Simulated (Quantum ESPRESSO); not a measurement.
## Sn: equation of state with PBEsol

The system is Sn.

```
Sn
1.0
    -2.94014    2.94014    1.59930
     2.94014   -2.94014    1.59930
     2.94014    2.94014   -1.59930
Sn
2
Direct
  0.00000 0.00000 0.00000
  0.75000 0.25000 0.50000
```

```json
{
  "Program": "Quantum ESPRESSO 7.5",
  "Task": "equation of state",
  "Functional": "PBEsol",
  "Potentials or basis": "PseudoDojo 0.4.1 SR PBEsol standard",
  "Cutoff": "980 eV",
  "Density cutoff": "3918 eV",
  "k mesh": "9 × 9 × 9",
  "Occupations": "fermi-dirac, width 0.05 eV",
  "Spin": "no spin polarisation"
}
```

- Equilibrium volume: 26.96 Å³/atom
- Bulk modulus at fixed shape and positions: 56 GPa
- Pressure derivative of the bulk modulus: 4.7

Energy against volume, from the lowest point:
| volume (Å³/atom) | energy (meV/atom) |
| --- | --- |
| 25.991 | 6.34 |
| 26.544 | 1.01 |
| 27.097 | 0.00 |
| 27.650 | 2.84 |
| 28.203 | 9.12 |
| 28.756 | 18.44 |
| 29.309 | 30.49 |

All runs of the series together: 5.4 min on 1 thread of Intel(R) Xeon(R) 6975P-C (Granite Rapids), with other jobs on the host.

Caveat: the cell was scaled at fixed shape and fractional positions, which overstates the stiffness of a crystal with free parameters, most of all of layers and chains.
